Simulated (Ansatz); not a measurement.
H: dependence on the functional

Method: plane-wave DFT with PAW (Ansatz). The atoms stay where they are, in a cell that isn't relaxed at these levels; pressure is positive in compression.

```
H
1.0
     2.62348   -2.56690    0.00000
     2.62348    2.56690    0.00000
     0.00000    0.00000    4.14182
H
4
Direct
  0.95330 0.04670 0.06851
  0.45330 0.54670 0.43149
  0.54670 0.45330 0.56851
  0.04670 0.95330 0.93149
```

```
occupation rule : Gaussian smearing, 0.02 eV
spin treatment  : unpolarised
```

```tsv
functional	mesh	cutoff (eV)	gap on mesh (eV)	P (GPa)	largest force (eV/Å)
PBE	6×6×6	420	9.27	0.5	0.270
PBEsol	6×6×6	420	9.14	0.8	0.573
```

Q: What do the runs give for LDA, r2SCAN?

A: They give:

```json
{"functional": "LDA", "mesh": "6×6×6", "cutoff (eV)": "420", "gap on mesh (eV)": "8.69", "P (GPa)": "0.7", "largest force (eV/Å)": "0.914"}
{"functional": "r2SCAN", "mesh": "6×6×6", "cutoff (eV)": "500", "gap on mesh (eV)": "10.09", "P (GPa)": "0.0", "largest force (eV/Å)": "0.031"}
```